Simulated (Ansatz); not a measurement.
## Zone-centre phonons of TaN at 16 GPa: input and output

Theory: Ansatz 0.2.0, DFT PBEsol, scalar-relativistic, plane waves, PAW.

Launched with:
```bash
ansatz run input.yaml --threads 1 --pin off --max-ram 3072MiB --backend cpu --events-out ev --progress --plain --runs-dir out
```

Input (bare energies are in eV):
```yaml
crystal:
  lattice:
    - [2.8825032644, 0.0, 0.0]
    - [-1.4412516322, 2.4963210534, 0.0]
    - [0.0, 0.0, 2.8365585576]
  atoms:
    - { symbol: Ta, position: [0.3333333333, 0.6666666667, 0.5] }
    - { symbol: "N", position: [0.0, 0.0, 0.0] }
basis:
  ecutwfc: 420
kpoints:
  mp_grid: { grid: [18, 18, 14] }
hamiltonian:
  xc: pbesol
scf:
  occupations: { method: fermi_dirac, width: 0.15 }
output:
  eigenvalues: true
phonons:
  method: dfpt
  eigenvectors: true
```

The end of the output:
```
--- Phonons (Γ-DFPT): 4 representative perturbations + reference, on 728 of 4536 k-points (Σ response iterations 12) ---
  k mesh reduced under 4 symmetry operations, with k and −k counted as one. Each operation leaves every solved displacement unchanged or reverses it
  ASR residual: 9.049e-5 → 0.000e0 eV/Å²; symmetrization residual: 4.605e-7 eV/Å²
  ASR residual per site (eV/Å²): 9.05e-5 3.53e-5
  Γ frequencies (cm⁻¹): 0.00 0.00 0.00 567.45 567.45 606.32
  non-analytic LO–TO correction: not included (Born effective charges unavailable; polar crystals: no LO–TO splitting at Γ)
```

It took 92 s on 1 thread of Arm Neoverse V1, with other jobs on the host, peak memory 0.82 GiB.

In a metal, frequencies and elastic constants depend on the k mesh and the smearing, soft modes and shear constants most. Spin–orbit coupling is left out, which matters for heavy elements. Other phases may be more stable at this pressure. A semilocal functional can close a gap that the real compound has.

This form isn't the usual stable structure of the compound at low pressure.